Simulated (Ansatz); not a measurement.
Ga:

```
Ga
1.0
     2.71648    0.00000    0.00000
     0.00000    2.71648    0.00000
     0.00000    0.00000    2.71648
Ga
1
Direct
  0.00000 0.00000 0.00000
```

The cell was built by a generator and needn't be a form met in nature.

| Property | Result |
| --- | --- |
| Program | Ansatz 0.2.0 |
| Task | relaxation of cell and atoms |
| Functional | RPBE |
| Dispersion | D4 |
| Potentials or basis | Ansatz PAW |
| Cutoff | 420 eV (not typed: the program's choice for these potentials) |
| k mesh | 10 × 10 × 10 |
| Occupations | fermi-dirac, width 0.05 eV |
| Spin | no spin polarisation |

At the start: volume 20.05 Å³/atom.

Where does the relaxation end?

It ends after 5 steps and the volume is 18.24 Å³/atom (-9.0 %); space group Pm-3m (No. 221, to 0.05 Å).

Step by step:
```tsv
step	energy change (eV)	largest force (eV/Å)	volume (Å³)
1	0.0000	0.0000	20.05
2	-0.0299	0.0000	18.52
3	-0.0307	0.0000	18.14
4	-0.0308	0.0000	18.24
5	-0.0302	0.0000	18.24
```

Final structure:
```
CELL_PARAMETERS angstrom
2.63221 0.00000 0.00000
0.00000 2.63221 0.00000
0.00000 0.00000 2.63221
ATOMIC_POSITIONS crystal
Ga 0.00000 0.00000 0.00000
```

Caveat: the plane-wave basis is chosen anew once the cell has moved, so the energies of steps on either side of that aren't comparable; pairwise dispersion overbinds metals, which lowers pressure and volume; the PAW data sets come from PBE, with cores solved anew for the run's functional, which leaves a small shift of forces and pressure.
